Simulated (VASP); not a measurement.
# Ta in VASP: notebook

One slab, Ta, is run at these levels: PBE, LDA; tasks: core levels.

Program: VASP 6.6.1. These are calculated values, not measurements. Logs are shortened: lines on timing, memory, paths and dates and some standing lists are left out, and cuts for length are marked.

## (1) Starting point

The cell holds a slab with vacuum, 9 atoms: a = 2.875 Å, b = 2.875 Å, c = 32.781 Å, α = 90.00°, β = 90.00°, γ = 70.53°.

The cell was built by a generator and needn't be a form met in nature.

## (2) Core levels, PBE

File INCAR:

```
SYSTEM = Ta
PREC = Accurate
ENCUT = 520
EDIFF = 1E-7
ISMEAR = 1
SIGMA = 0.1
LREAL = .FALSE.
LASPH = .TRUE.
NELM = 80
ALGO = Normal
ISIF = 2
LWAVE = .FALSE.
LCHARG = .FALSE.
GGA = PE
ICORELEVEL = 1
KPAR = 2
```

File KPOINTS:

```
Automatic mesh
0
G
  12 12 1
  0 0 0
```

File POSCAR:

```
Ta                                      
1.0
    1.6600000000      2.3475945135      0.0000000000
   -1.6600000000      2.3475945135      0.0000000000
    0.0000000000      0.0000000000     32.7807561083
  Ta            
     9
Direct
     0.0000000000000000    0.0000000000000000    0.2170242349654540
     0.5000000000000000    0.5000000000000000    0.2856536626625208
     0.0000000000000000    0.0000000000000000    0.3570206860944406
     0.5000000000000000    0.5000000000000000    0.4285065495497968
     0.0000000000000000    0.0000000000000000    0.5000000000000000
     0.5000000000000000    0.5000000000000000    0.5714934504502035
     0.0000000000000000    0.0000000000000000    0.6429793139055594
     0.5000000000000000    0.5000000000000000    0.7143463373374792
     0.0000000000000000    0.0000000000000000    0.7829757650345459
```

Potentials or basis: VASP PAW PBE potentials, release 64 (Ta_pv).

Launch:

```bash
> cat potpaw_PBE.64/Ta_pv/POTCAR > POTCAR
> mpirun -np 2 vasp_std > vasp.out
```

OUTCAR:

```text
SYSTEM = Ta
   PREC = Accurate
   ENCUT = 520
   EDIFF = 1E-7
   ISMEAR = 1
   LREAL = .FALSE.
   LASPH = .TRUE.
   NELM = 80
   ISIF = 2
   GGA = PE

 ion  position               nearest neighbor table
   1  0.000  0.000  0.217-   2 2.80   2 2.80   2 3.25   2 3.25
   2  0.500  0.500  0.286-   1 2.80   1 2.80   3 2.87   3 2.87   1 3.25   1 3.25   3 3.31   3 3.31

   3  0.000  0.000  0.357-   2 2.87   2 2.87   4 2.87   4 2.87   2 3.31   2 3.31   4 3.32   4 3.32

   4  0.500  0.500  0.429-   3 2.87   3 2.87   5 2.87   5 2.87   3 3.32   3 3.32   5 3.32   5 3.32
[... 5 lines left out ...]
   7  0.000  0.000  0.643-   8 2.87   8 2.87   6 2.87   6 2.87   8 3.31   8 3.31   6 3.32   6 3.32

   8  0.500  0.500  0.714-   9 2.80   9 2.80   7 2.87   7 2.87   9 3.25   9 3.25   7 3.31   7 3.31

   9  0.000  0.000  0.783-   8 2.80   8 2.80   8 3.25   8 3.25

  LATTYP: Found a base centered orthorhombic cell.
 ALAT       =     3.3200000000
 B/A-ratio  =     1.4142135623
 C/A-ratio  =     9.8737217194

  Lattice vectors:

 A1 = (   1.6600000000,  -2.3475945135,   0.0000000000)
 A2 = (   1.6600000000,   2.3475945135,   0.0000000000)
 A3 = (   0.0000000000,   0.0000000000,  32.7807561083)

Analysis of symmetry for initial positions (statically):
=====================================================================
 Subroutine PRICEL returns:
 Original cell was already a primitive cell.

 Routine SETGRP: Setting up the symmetry group for a
 base centered orthorhombic supercell.

 Subroutine GETGRP returns: Found  8 space group operations
 (whereof  8 operations were pure point group operations)
 out of a pool of  8 trial point group operations.

The static configuration has the point symmetry D_2h.

Analysis of symmetry for dynamics (positions and initial velocities):
=====================================================================
 Subroutine PRICEL returns:
 Original cell was already a primitive cell.

 Routine SETGRP: Setting up the symmetry group for a
 base centered orthorhombic supercell.

 Subroutine GETGRP returns: Found  8 space group operations
 (whereof  8 operations were pure point group operations)
 out of a pool of  8 trial point group operations.

The dynamic configuration has the point symmetry D_2h.

 Subroutine INISYM returns: Found  8 space group operations
 (whereof  8 operations are pure point group operations),
 and found     1 'primitive' translations

----------------------------------------------------------------------------------------

                                     Primitive cell

  volume of cell :     255.4937

  direct lattice vectors                    reciprocal lattice vectors
     1.660000000  2.347594513  0.000000000     0.301204819  0.212983970  0.000000000
    -1.660000000  2.347594513  0.000000000    -0.301204819  0.212983970  0.000000000
     0.000000000  0.000000000 32.780756108     0.000000000  0.000000000  0.030505703

  length of vectors
     2.875204341  2.875204341 32.780756108     0.368899058  0.368899058  0.030505703

  position of ions in fractional coordinates (direct lattice)
     0.000000000  0.000000000  0.217024235
     0.500000000  0.500000000  0.285653663
     0.000000000  0.000000000  0.357020686
     0.500000000  0.500000000  0.428506550
     0.000000000  0.000000000  0.500000000
     0.500000000  0.500000000  0.571493450
     0.000000000  0.000000000  0.642979314
     0.500000000  0.500000000  0.714346337
     0.000000000  0.000000000  0.782975765

  ion indices of the primitive-cell ions
   primitive index   ion index
                 1           1
                 2           2
                 3           3
                 4           4
                 5           5
                 6           6
                 7           7
                 8           8
[... 60 lines left out ...]
   ions per type =               9
   NGX,Y,Z   is equivalent  to a cutoff of  13.88, 13.88, 12.68 a.u.
   NGXF,Y,Z  is equivalent  to a cutoff of  27.75, 27.75, 25.36 a.u.
 SYSTEM =  Ta
   PREC   = accura    normal or accurate (medium, high low for compatibility)
   ISTART =      0    job   : 0-new  1-cont  2-samecut
   ICHARG =      2    charge: 1-file 2-atom 10-const
   ISPIN  =      1    spin polarized calculation?
   LNONCOLLINEAR =      F non collinear calculations
   LSORBIT =      F    spin-orbit coupling
   LASPH  =      T    aspherical Exc in radial PAW
   ENCUT  =  520.0 eV  38.22 Ry    6.18 a.u.   5.35  5.35 60.95*2*pi/ulx,y,z
   NELM   =     80;   NELMIN=  2; NELMDL= -5     # of ELM steps
   EDIFF  = 0.1E-06   stopping-criterion for ELM
   LREAL  =      F    real-space projection
   EDIFFG = 0.1E-05   stopping-criterion for IOM
   NSW    =      0    number of steps for IOM
   IBRION =     -1    ionic relax: 0-MD 1-quasi-New 2-CG
   NFREE  =      0    steps in history (QN), initial steepest desc. (CG)
   ISIF   =      2    stress and relaxation
   ISYM   =      2    0-nonsym 1-usesym 2-fastsym
   POTIM  = 0.5000    time-step for ionic-motion
   TEBEG  =    0.0;   TEEND  =   0.0 temperature during run
   PSTRESS=    0.0 pullay stress
   NELECT =      99.0000    total number of electrons
   NUPDOWN=      -1.0000    fix difference up-down
   EMIN   =  10.00;   EMAX   =-10.00  energy-range for DOS
   EFERMI =   0.00;   METHOD = LEGACY
   ISMEAR =     1;   SIGMA  =   0.10  broadening in eV -4-tet -1-fermi 0-gaus
   EFERMI_NEDOS =   21; number of points for ismear=-14 and -15
   IALGO  =     38    algorithm
   IMIX   =      4    mixing-type and parameters
     AMIX     =   0.40;   BMIX     =  1.00
     AMIX_MAG =   1.60;   BMIX_MAG =  1.00
  volume/ion in A,a.u.               =      28.39       191.57
  Fermi-wavevector in a.u.,A,eV,Ry     =   1.193511  2.255409 19.381079  1.424469
  Thomas-Fermi vector in A             =   2.329524
   LORBIT       =      0    0 simple, 1 ext, 2 COOP (PROOUT), +10 PAW based schemes
   GGA     = PE    functional components
   LHFCALC =     F    Hartree Fock is set to
   AEXX    =    0.0000 exact exchange contribution
   IVDW    =     0    specifies the selected vdW correction
   LEPSILON=     F    determine dielectric tensor
   LRPA    =     F    only Hartree local field effects (RPA)
 non-spin polarized calculation
 Methfessel and Paxton  Order N= 1 SIGMA  =   0.10
  energy-cutoff  :      520.00
  volume of cell :      255.49
 maximum number of plane-waves:      6938
 NGX is ok and might be reduce to    24
   NGX = 11   NGY = 11   NGZ =121

 number of electron      98.9999992 magnetization

 Free energy of the ion-electron system (eV)
  ---------------------------------------------------
  ext. energy  EPLUGINS =         0.00000000
  ---------------------------------------------------
  free energy    TOTEN  =      -103.99296197 eV

  energy without entropy =     -103.99598739  energy(sigma->0) =     -103.99397045

 the core state eigenenergies are
   1-  1s -67335.9000  2s -11561.6058  2p -10128.7874  3s  -2643.1215  3p  -2217.1640
       3d  -1720.8970  4s   -533.1592  4p   -393.4742  4d   -214.8609  4f    -17.4852
       5s    -65.6396
   2-  1s -67335.2907  2s -11561.0379  2p -10128.2159  3s  -2642.5796  3p  -2216.6220
       3d  -1720.3533  4s   -532.6555  4p   -392.9747  4d   -214.3674  4f    -17.0112
       5s    -65.2368
   3-  1s -67335.2851  2s -11561.0275  2p -10128.2060  3s  -2642.5641  3p  -2216.6065
       3d  -1720.3384  4s   -532.6322  4p   -392.9505  4d   -214.3421  4f    -16.9817
       5s    -65.1919
   4-  1s -67335.2848  2s -11561.0252  2p -10128.2039  3s  -2642.5608  3p  -2216.6032
       3d  -1720.3351  4s   -532.6272  4p   -392.9453  4d   -214.3367  4f    -16.9756
       5s    -65.1832
   5-  1s -67335.2770  2s -11561.0168  2p -10128.1954  3s  -2642.5522  3p  -2216.5946
       3d  -1720.3265  4s   -532.6185  4p   -392.9366  4d   -214.3279  4f    -16.9668
       5s    -65.1744
   6-  1s -67335.2848  2s -11561.0252  2p -10128.2039  3s  -2642.5608  3p  -2216.6032
       3d  -1720.3351  4s   -532.6272  4p   -392.9453  4d   -214.3367  4f    -16.9756
       5s    -65.1832
   7-  1s -67335.2851  2s -11561.0275  2p -10128.2060  3s  -2642.5641  3p  -2216.6065
       3d  -1720.3384  4s   -532.6322  4p   -392.9505  4d   -214.3421  4f    -16.9817
       5s    -65.1919
   8-  1s -67335.2907  2s -11561.0379  2p -10128.2159  3s  -2642.5796  3p  -2216.6220
       3d  -1720.3533  4s   -532.6555  4p   -392.9747  4d   -214.3674  4f    -17.0112
       5s    -65.2368
   9-  1s -67335.9000  2s -11561.6058  2p -10128.7874  3s  -2643.1215  3p  -2217.1640
       3d  -1720.8970  4s   -533.1592  4p   -393.4742  4d   -214.8609  4f    -17.4852
       5s    -65.6396

 E-fermi :   1.8894     XC(G=0):  -8.6860

 val. band max:        1.8721745435   @ k =   0.3333   0.1667   0.0000
 cond. band min:       1.8990405174   @ k =  -0.3333   0.0833   0.0000
 fundamental gap:      0.0268659740
 Fermi energy:         1.8893517682

 k-point     1 :       0.0000    0.0000    0.0000
  band No.  band energies     occupation
      1     -32.4931      2.00000
      2     -32.4907      2.00000
      3     -32.2605      2.00000
      4     -32.1155      2.00000
      5     -31.9234      2.00000
      6     -31.8354      2.00000
[... 242 lines left out ...]
      1     -32.4268      2.00000
      2     -32.4266      2.00000
      3     -32.3602      2.00000
      4     -32.3598      2.00000
      5     -32.1619      2.00000
      6     -32.1540      2.00000
      7     -32.0911      2.00000
      8     -32.0669      2.00000
      9     -32.0004      2.00000
     10     -31.9483      2.00000
     11     -31.9160      2.00000
     12     -31.8243      2.00000
     13     -31.7513      2.00000
     14     -31.7414      2.00000

------------------------ aborting loop because EDIFF is reached ----------------------------------------

  FORCE on cell =-STRESS in cart. coord.  units (eV):
  Direction    XX          YY          ZZ          XY          YZ          ZX
  --------------------------------------------------------------------------------------
  -------------------------------------------------------------------------------------
  Total       -3.0610076     -2.4018569     -0.0635987      0.0000000      0.0000000      0.0000000
  in kB      -19.1952977    -15.0618243     -0.3988216      0.0000000      0.0000000      0.0000000
  external PRESSURE =     -11.5519812 kB  Pullay stress =       0.0000000 kB

 VOLUME and BASIS-vectors are now :
 -----------------------------------------------------------------------------
  energy-cutoff  :      520.00
  volume of cell :      255.49
      direct lattice vectors                 reciprocal lattice vectors
     1.660000000  2.347594513  0.000000000     0.301204819  0.212983970  0.000000000
    -1.660000000  2.347594513  0.000000000    -0.301204819  0.212983970  0.000000000
     0.000000000  0.000000000 32.780756108     0.000000000  0.000000000  0.030505703

 POSITION                                       TOTAL-FORCE (eV/Angst)
 -----------------------------------------------------------------------------------
      0.00000      0.00000      7.11422        -0.000000     -0.000000     -0.000222
      0.00000      2.34759      9.36394        -0.000000      0.000000      0.000086
      0.00000      0.00000     11.70341        -0.000000     -0.000000      0.000411
      0.00000      2.34759     14.04677        -0.000000     -0.000000     -0.000146
      0.00000      0.00000     16.39038         0.000000     -0.000000      0.000000
      0.00000      2.34759     18.73399        -0.000000      0.000000      0.000146
      0.00000      0.00000     21.07735        -0.000000     -0.000000     -0.000411
      0.00000      2.34759     23.41681        -0.000000     -0.000000     -0.000086
      0.00000      0.00000     25.66654        -0.000000      0.000000      0.000222
 -----------------------------------------------------------------------------------
    total drift:                               -0.000000     -0.000000      0.000000

  FREE ENERGIE OF THE ION-ELECTRON SYSTEM (eV)
  ---------------------------------------------------
  free  energy   TOTEN  =      -103.9929619715 eV

  energy  without entropy=     -103.9959873926  energy(sigma->0) =     -103.99397045
```

Wall time 7.3 min (2 MPI ranks of Intel Xeon 6975P-C (Granite Rapids), shared host); peak memory 0.63 GiB.

What came out:

```
Free energy            : -103.9930 eV
Band gap on the k mesh : none (metal or under the smearing width)
```

Core levels (eV, on the scale of the bands):
| atom | levels |
| --- | --- |
| 1 Ta | 1s -67335.9, 2s -11561.6, 2p -10128.8, 3s -2643.1, 3p -2217.2, 3d -1720.9, 4s -533.2, 4p -393.5, 4d -214.9, 4f -17.5, 5s -65.6 |
| 2 Ta | 1s -67335.3, 2s -11561.0, 2p -10128.2, 3s -2642.6, 3p -2216.6, 3d -1720.4, 4s -532.7, 4p -393.0, 4d -214.4, 4f -17.0, 5s -65.2 |
| 3 Ta | 1s -67335.3, 2s -11561.0, 2p -10128.2, 3s -2642.6, 3p -2216.6, 3d -1720.3, 4s -532.6, 4p -393.0, 4d -214.3, 4f -17.0, 5s -65.2 |
| 4 Ta | 1s -67335.3, 2s -11561.0, 2p -10128.2, 3s -2642.6, 3p -2216.6, 3d -1720.3, 4s -532.6, 4p -392.9, 4d -214.3, 4f -17.0, 5s -65.2 |
| 5 Ta | 1s -67335.3, 2s -11561.0, 2p -10128.2, 3s -2642.6, 3p -2216.6, 3d -1720.3, 4s -532.6, 4p -392.9, 4d -214.3, 4f -17.0, 5s -65.2 |
| 6 Ta | 1s -67335.3, 2s -11561.0, 2p -10128.2, 3s -2642.6, 3p -2216.6, 3d -1720.3, 4s -532.6, 4p -392.9, 4d -214.3, 4f -17.0, 5s -65.2 |

## (3) Core levels, LDA

INCAR: that of step 2 with these lines changed.

```diff
@@ -13,3 +13,2 @@
 LCHARG = .FALSE.
-GGA = PE
 ICORELEVEL = 1
```

KPOINTS is that of step 2.

POSCAR is that of step 2.

Potentials or basis: VASP PAW LDA potentials, release 64 (Ta_pv).

Launch:

```bash
> cat potpaw_LDA.64/Ta_pv/POTCAR > POTCAR
> mpirun -np 2 vasp_std > vasp.out
```

OUTCAR:

```text
SYSTEM = Ta
   PREC = Accurate
   ENCUT = 520
   EDIFF = 1E-7
   ISMEAR = 1
   LREAL = .FALSE.
   LASPH = .TRUE.
   NELM = 80
   ISIF = 2

 ion  position               nearest neighbor table
   1  0.000  0.000  0.217-   2 2.80   2 2.80   2 3.25   2 3.25
   2  0.500  0.500  0.286-   1 2.80   1 2.80   3 2.87   3 2.87   1 3.25   1 3.25   3 3.31   3 3.31

   3  0.000  0.000  0.357-   2 2.87   2 2.87   4 2.87   4 2.87   2 3.31   2 3.31   4 3.32   4 3.32

   4  0.500  0.500  0.429-   3 2.87   3 2.87   5 2.87   5 2.87   3 3.32   3 3.32   5 3.32   5 3.32
[... 5 lines left out ...]
   7  0.000  0.000  0.643-   8 2.87   8 2.87   6 2.87   6 2.87   8 3.31   8 3.31   6 3.32   6 3.32

   8  0.500  0.500  0.714-   9 2.80   9 2.80   7 2.87   7 2.87   9 3.25   9 3.25   7 3.31   7 3.31

   9  0.000  0.000  0.783-   8 2.80   8 2.80   8 3.25   8 3.25

  LATTYP: Found a base centered orthorhombic cell.
 ALAT       =     3.3200000000
 B/A-ratio  =     1.4142135623
 C/A-ratio  =     9.8737217194

  Lattice vectors:

 A1 = (   1.6600000000,  -2.3475945135,   0.0000000000)
 A2 = (   1.6600000000,   2.3475945135,   0.0000000000)
[... 483 lines left out ...]
      6     -32.1393      2.00000
      7     -32.0718      2.00000
      8     -32.0449      2.00000
      9     -31.9795      2.00000
     10     -31.9264      2.00000
     11     -31.8965      2.00000
     12     -31.7977      2.00000
     13     -31.7196      2.00000
     14     -31.7081      2.00000

------------------------ aborting loop because EDIFF is reached ----------------------------------------

  FORCE on cell =-STRESS in cart. coord.  units (eV):
  Direction    XX          YY          ZZ          XY          YZ          ZX
  --------------------------------------------------------------------------------------
  -------------------------------------------------------------------------------------
  Total      -14.4904243    -14.1402685    -10.1924269      0.0000000      0.0000000      0.0000000
  in kB      -90.8681213    -88.6723266    -63.9157740      0.0000000      0.0000000      0.0000000
  external PRESSURE =     -81.1520740 kB  Pullay stress =       0.0000000 kB

 VOLUME and BASIS-vectors are now :
 -----------------------------------------------------------------------------
  energy-cutoff  :      520.00
  volume of cell :      255.49
      direct lattice vectors                 reciprocal lattice vectors
     1.660000000  2.347594513  0.000000000     0.301204819  0.212983970  0.000000000
    -1.660000000  2.347594513  0.000000000    -0.301204819  0.212983970  0.000000000
     0.000000000  0.000000000 32.780756108     0.000000000  0.000000000  0.030505703

 POSITION                                       TOTAL-FORCE (eV/Angst)
 -----------------------------------------------------------------------------------
      0.00000      0.00000      7.11422         0.000000      0.000000      0.582133
      0.00000      2.34759      9.36394         0.000000     -0.000000     -0.034422
      0.00000      0.00000     11.70341         0.000000     -0.000000     -0.024969
      0.00000      2.34759     14.04677         0.000000     -0.000000      0.012787
      0.00000      0.00000     16.39038        -0.000000     -0.000000      0.000000
      0.00000      2.34759     18.73399         0.000000     -0.000000     -0.012787
      0.00000      0.00000     21.07735         0.000000     -0.000000      0.024969
      0.00000      2.34759     23.41681         0.000000     -0.000000      0.034422
      0.00000      0.00000     25.66654         0.000000      0.000000     -0.582133
 -----------------------------------------------------------------------------------
    total drift:                               -0.000000     -0.000000      0.000000

  FREE ENERGIE OF THE ION-ELECTRON SYSTEM (eV)
  ---------------------------------------------------
  free  energy   TOTEN  =      -112.5493380774 eV

  energy  without entropy=     -112.5528099241  energy(sigma->0) =     -112.55049536
```

It took 7 min on 2 MPI ranks of Intel Xeon 6975P-C (Granite Rapids), shared host; peak memory 0.56 GiB.

Results:

```yaml
Free_energy: -112.5493 eV
Largest_force: 0.582 eV/Å
Band_gap_on_the_k_mesh: none (metal or under the smearing width)
```

Forces on the atoms (eV/Å):
```
Ta   0.000  0.000  0.582
Ta   0.000  0.000 -0.034
Ta   0.000  0.000 -0.025
Ta   0.000  0.000  0.013
Ta   0.000  0.000  0.000
Ta   0.000  0.000 -0.013
Ta   0.000  0.000  0.025
Ta   0.000  0.000  0.034
Ta   0.000  0.000 -0.582
```

Levels at points of the mesh, in eV from the Fermi level:
```csv
k point,band 46,band 47,band 48,band 49,band 50,band 51,band 52,band 53
"(0.00, 0.00, 0.00)",0.12,0.12,0.42,0.43,0.50,0.63,0.66,0.72
"(0.50, 0.00, 0.00)",-0.44,-0.33,-0.10,0.22,0.55,0.89,1.29,1.47
"(0.50, 0.50, 0.00)",0.02,0.09,0.97,1.11,1.73,1.79,2.09,2.23
```

Core levels (eV, on the scale of the bands):
| atom | levels |
| --- | --- |
| 1 Ta | 1s -66876.5, 2s -11496.6, 2p -10089.5, 3s -2629.0, 3p -2209.6, 3d -1718.2, 4s -529.3, 4p -391.4, 4d -214.3, 4f -17.8, 5s -65.4 |
| 2 Ta | 1s -66875.9, 2s -11496.1, 2p -10088.9, 3s -2628.5, 3p -2209.0, 3d -1717.7, 4s -528.8, 4p -390.9, 4d -213.8, 4f -17.3, 5s -65.0 |
| 3 Ta | 1s -66875.9, 2s -11496.1, 2p -10088.9, 3s -2628.5, 3p -2209.0, 3d -1717.7, 4s -528.8, 4p -390.8, 4d -213.8, 4f -17.3, 5s -64.9 |
| 4 Ta | 1s -66875.9, 2s -11496.1, 2p -10088.9, 3s -2628.5, 3p -2209.0, 3d -1717.7, 4s -528.8, 4p -390.8, 4d -213.8, 4f -17.3, 5s -64.9 |
| 5 Ta | 1s -66875.9, 2s -11496.1, 2p -10088.9, 3s -2628.5, 3p -2209.0, 3d -1717.7, 4s -528.8, 4p -390.8, 4d -213.8, 4f -17.3, 5s -64.9 |
| 6 Ta | 1s -66875.9, 2s -11496.1, 2p -10088.9, 3s -2628.5, 3p -2209.0, 3d -1717.7, 4s -528.8, 4p -390.8, 4d -213.8, 4f -17.3, 5s -64.9 |

Spin-orbit coupling is left out, which matters for the levels of Ta.
